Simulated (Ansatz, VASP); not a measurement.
# One calculation of Ti, two programs

Contents of POSCAR:

```
Ti
1.0
    0.0000000000      2.0467776203      2.0467776203
    2.0467776203      0.0000000000      2.0467776203
    2.0467776203      2.0467776203      0.0000000000
Ti
1
Direct
    0.0000000000      0.0000000000      0.0000000000
```

The input INCAR.step1:

```
SYSTEM = Ti
PREC = Accurate
ENCUT = 520
ISMEAR = -1
SIGMA = 0.15
LREAL = .False.
LASPH = .True.
NELM = 60
NBANDS = 12
GGA = PE
ALGO = Normal
EDIFF = 1E-4
LWAVE = .True.
LCHARG = .False.
```

Contents of INCAR.step2:

```
SYSTEM = Ti
PREC = Accurate
ENCUT = 520
EDIFF = 1E-6
ISMEAR = -1
SIGMA = 0.15
LREAL = .False.
LASPH = .True.
NELM = 60
ALGO = Normal
ISIF = 2
LWAVE = .False.
LCHARG = .False.
METAGGA = R2SCAN
LMIXTAU = .True.
NBANDS = 12
ISTART = 1
```

The input KPOINTS:

```
Automatic mesh
0
Gamma
  12 12 12
  0 0 0
```

Input for Ansatz:

```yaml
crystal:
  lattice:
    - [0.0, 2.0467776203463757, 2.0467776203463757]
    - [2.0467776203463757, 0.0, 2.0467776203463757]
    - [2.0467776203463757, 2.0467776203463757, 0.0]
  atoms:
    - { symbol: Ti, position: [0.0, 0.0, 0.0] }
basis:
  ecutwfc: 600.0
kpoints:
  mp_grid:
    grid: [12, 12, 12]
hamiltonian:
  xc: r2scan
scf:
  occupations:
    method: fermi_dirac
    width: 0.15
output:
  stress: true
```

This isn't the form of Ti at room conditions, which is hcp.

Alike in both runs: task single point; functional r2SCAN; k mesh 12 × 12 × 12; occupations fermi-dirac, width 0.15 eV; no spin polarisation.

|  | VASP | Ansatz |
| --- | --- | --- |
| version | VASP 6.6.1 | Ansatz 0.2.0 |
| potentials or method | VASP PAW PBE potentials, release 64 (Ti_sv) | plane waves, PAW |
| plane-wave cutoff (eV) | 520 | 600 |
| valence electrons in the cell | 12 | 12 |

VASP gave:

| Item | Value |
| --- | --- |
| pressure (GPa) | 2.3 |

Q: Estimate Ansatz's values.

A: Pressure (GPa): 1.9.

Caveats: the PAW data sets were made with another functional, which shifts forces and pressure a little (VASP).
